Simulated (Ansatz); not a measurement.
# TiAl: compression at zero temperature

A pressure series on TiAl (-2 to 40 GPa): equation of state, axes and gap.

Program: Ansatz 0.2.0. Level of theory: DFT r2SCAN, scalar-relativistic, plane waves, PAW. These are calculated values, not measurements.

1 further run of the same task is left out (set aside as unsound or not needed).

### 1 Starting point

The structure is tetragonal, space group P4/mmm (No. 123). Conventional cell: a = 2.810 Å, b = 2.810 Å, c = 4.066 Å, α = 90.00°, β = 90.00°, γ = 90.00°. Ti (site symmetry 4/mmm) is surrounded by 4 Ti at 2.81 Å and 8 Al at 2.84 Å. Around Al (site symmetry 4/mmm) lie 4 Al at 2.81 Å and 8 Ti at 2.84 Å.

Coordinates:

```cif
data_structure
_symmetry_space_group_name_H-M 'P 1'
_symmetry_Int_Tables_number 1
_cell_length_a 2.8098
_cell_length_b 2.8098
_cell_length_c 4.0658
_cell_angle_alpha 90.000
_cell_angle_beta 90.000
_cell_angle_gamma 90.000
_cell_volume 32.10
loop_
_atom_site_label
_atom_site_type_symbol
_atom_site_fract_x
_atom_site_fract_y
_atom_site_fract_z
_atom_site_occupancy
Ti1 Ti 0.50000 0.50000 0.50000 1
Al1 Al 0.00000 0.00000 0.00000 1
```

It goes back to an entry of the Materials Project, which need not be the stable form.

This cell was relaxed beforehand with the same method: volume 16.05 Å³/atom, gap on the mesh none (metal).

### 2 Relaxing at -2 GPa

Input file input.yaml:

```yaml
crystal:
  lattice:
    - [2.8282473579, 0.0, 0.0]
    - [0.0, 2.8282473579, 0.0]
    - [0.0, 0.0, 4.0923987328]
  atoms:
    - { symbol: Ti, position: [0.5, 0.5, 0.5] }
    - { symbol: Al, position: [0.0, 0.0, 0.0] }
basis:
  ecutwfc: 500
kpoints:
  mp_grid: { grid: [14, 14, 10] }
hamiltonian:
  xc: r2scan
scf:
  occupations: { method: gaussian, width: 0.1 }
output:
  forces: true
  stress: true
  eigenvalues: true
relax:
  adjacent_minimum: "off"
  f_tol: 0.008
  max_steps: 50
  cell: { stress_tol: 0.08, p_target: -2.0 }
```

Run with:

```bash
$ ansatz run input.yaml --threads 1 --pin off --max-ram 2560MiB --backend cpu --events-out ev --progress --plain --runs-dir out
```

The session goes on with these runs: 2 GPa; target pressure 5 GPa; relaxing at 10 GPa; relaxing at 20 GPa; 40 GPa.

Before running it: what results should come out? Wanted: bulk modulus B0; B0'.

As calculated:

| quantity | value |
| --- | --- |
| volume at 40 GPa | 12.90 Å³/atom, V/V0 = 0.804 |
| bulk modulus B0 (third-order Birch-Murnaghan) | 122 GPa |
| B0' | 3.7 |

**Reading.** At 40 GPa the crystal has lost 19.6 % of its volume. The points follow one equation of state, B0 = 122 GPa. The symmetry of the start is kept, so a transition to another structure would not show.
